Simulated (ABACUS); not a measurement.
**CaO under changes of volume**

One of the cells (13.886 Å³/atom); the others are scaled copies at fixed shape and fractional positions:

```
Ca O
1.0
     0.00000    2.40356    2.40356
     2.40356    0.00000    2.40356
     2.40356    2.40356    0.00000
Ca O
1 1
Direct
  0.00000 0.00000 0.00000
  0.50000 0.50000 0.50000
```

The cell is a database's computed one.

```yaml
Program: ABACUS 3.10.1
Functional: PBEsol
Potentials_or_basis: PseudoDojo NC SR 0.4.1 PBEsol standard
Cutoff: 1143 eV
Density_cutoff: 4572 eV
Basis: plane waves
k_mesh: 10 × 10 × 10
Occupations: fermi-dirac, width 0.05 eV
Spin: no spin polarisation
```

| volume (Å³/atom) | energy over the lowest point (meV/atom) | pressure (GPa) | gap on the mesh (eV) |
| --- | --- | --- | --- |
| 13.052 | 5.67 | 4.3 | 3.53 |
| 13.330 | 0.62 | 1.6 | 3.54 |
| 13.608 | 0.00 | -0.9 | 3.55 |
| 13.886 | ? | ? | ? |
| 14.163 | 10.25 | -5.0 | 3.57 |
| 14.441 | 20.32 | -6.7 | 3.57 |
| 14.719 | 33.24 | -8.2 | 3.58 |

**Question.** What does the run at 13.886 Å³/atom give?

**Answer.** Energy over the lowest point 3.35 meV/atom; pressure -3.0 GPa; gap on the mesh 3.56 eV.

Worked out: A Birch-Murnaghan fit of order 3 (a polynomial in V^(-2/3)) to the other rows has its minimum at 13.51 Å³/atom with B0 = V·E''(V) = 116 GPa and B' = 4.5. It gives 3.37 meV/atom at 13.886 Å³/atom, against the run's 3.35, and -dE/dV = -3.0 GPa, against -3.0. A straight line through the other rows of the gap, of slope 0.411 eV per unit of ln V, gives 3.56 eV, against the run's 3.56.

Energies are extrapolated to zero smearing.

A mesh can miss the band edges.
